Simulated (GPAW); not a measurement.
The system is ZnS.

```
CELL_PARAMETERS angstrom
0.00000 2.70200 2.70200
2.70200 0.00000 2.70200
2.70200 2.70200 0.00000
ATOMIC_POSITIONS crystal
Zn 0.75000 0.75000 0.75000
S 0.00000 0.00000 0.00000
```

| Property | Result |
| --- | --- |
| Program | GPAW 26.7.0 |
| Task | relaxation of cell and atoms |
| Functional | revPBE |
| Dispersion | D3(BJ) |
| Potentials or basis | the program's PAW data sets (release 1.2.1) made for this functional |
| Cutoff | 600 eV |
| Basis | pw |
| k mesh | 9 × 9 × 9 |
| Occupations | fermi-dirac, width 0.05 eV |
| Spin | no spin polarisation |

At the start: pressure -1.9 GPa; volume 19.73 Å³/atom.

Q: Where does the relaxation end?

A: Over 3 steps the energy falls by 3.0 meV/atom and the volume is 19.20 Å³/atom (-2.7 %); space group F-43m (No. 216, to 0.05 Å).

Step by step:
```csv
step,energy change (eV),largest force (eV/Å),pressure (GPa),volume (Å³)
1,0.0000,0.0000,-1.94,39.45
2,-0.0021,0.0000,-1.58,39.25
3,-0.0059,0.0000,0.06,38.40
```

Final structure:
```xyz
2
Lattice="0.0000 2.6778 2.6778 2.6778 0.0000 2.6778 2.6778 2.6778 0.0000" Properties=species:S:1:pos:R:3 pbc="T T T"
Zn    4.0167    4.0167    4.0167
S     0.0000    0.0000    0.0000
```

Caveat: later steps reuse the first step's grids.
